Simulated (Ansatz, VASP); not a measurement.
# One calculation of SiC, two programs

The input POSCAR:

```
SiC
1.0
    0.0000000000      2.2870522348      2.1236913609
    2.2870522348      0.0000000000      2.1236913609
    2.2870522348      2.2870522348      0.0000000000
Si C
1 1
Direct
    0.0000000000      0.0000000000      0.0000000000
    0.7500000000      0.7500000000      0.7500000000
```

File INCAR.step1:

```
SYSTEM = SiC
PREC = Accurate
ENCUT = 520
ISMEAR = 0
SIGMA = 0.05
LREAL = .False.
LASPH = .True.
NELM = 60
NBANDS = 11
GGA = PE
ALGO = Normal
EDIFF = 1E-4
LWAVE = .True.
LCHARG = .False.
```

Contents of INCAR.step2:

```
SYSTEM = SiC
PREC = Accurate
ENCUT = 520
EDIFF = 1E-7
ISMEAR = 0
SIGMA = 0.05
LREAL = .False.
LASPH = .True.
NELM = 60
ALGO = Normal
ISIF = 2
LWAVE = .False.
LCHARG = .False.
METAGGA = R2SCAN
LMIXTAU = .True.
NBANDS = 11
ISTART = 1
```

The input KPOINTS:

```
regular mesh
0
Gamma
  10 10 10
  0 0 0
```

Input for Ansatz:

```yaml
crystal:
  lattice:
    - [0.0, 2.2870522348, 2.1236913609]
    - [2.2870522348, 0.0, 2.1236913609]
    - [2.2870522348, 2.2870522348, 0.0]
  atoms:
    - { symbol: Si, position: [0.0, 0.0, 0.0] }
    - { symbol: C, position: [0.75, 0.75, 0.75] }
basis:
  ecutwfc: 500
kpoints:
  mp_grid: { grid: [10, 10, 10] }
hamiltonian:
  xc: r2scan
scf:
  occupations: { method: gaussian, width: 0.05 }
output:
  forces: true
  stress: true
  eigenvalues: true
```

Change from the starting cell: strain +0.050 along x and y, -0.025 along z, atoms carried along.

Alike in both runs: task single point; functional r2SCAN; k mesh 10 × 10 × 10; occupations gaussian, width 0.05 eV; no spin polarisation.

```csv
,VASP,Ansatz
version,VASP 6.6.1,Ansatz 0.2.0
potentials or method,"VASP PAW PBE potentials, release 64 (Si, C)","scalar-relativistic, plane waves, PAW"
plane-wave cutoff (eV),520,500
valence electrons in the cell,8,8
```

```tsv
	VASP	Ansatz	Ansatz less VASP
gap on the k mesh at the Fermi level (eV)	1.05	1.04	-0.008
least direct gap on the mesh (eV)	4.88	4.87	-0.012
pressure (GPa)	-14.7	-14.6	+0.11
largest component of the traceless stress (GPa)	11.77	11.73	-0.048
```

The functional is the same, so the differences come from potentials, cutoffs and numerics.

Caveats: the PAW data sets were made with another functional, which shifts forces and pressure a little (VASP). A k mesh can miss the band edges.
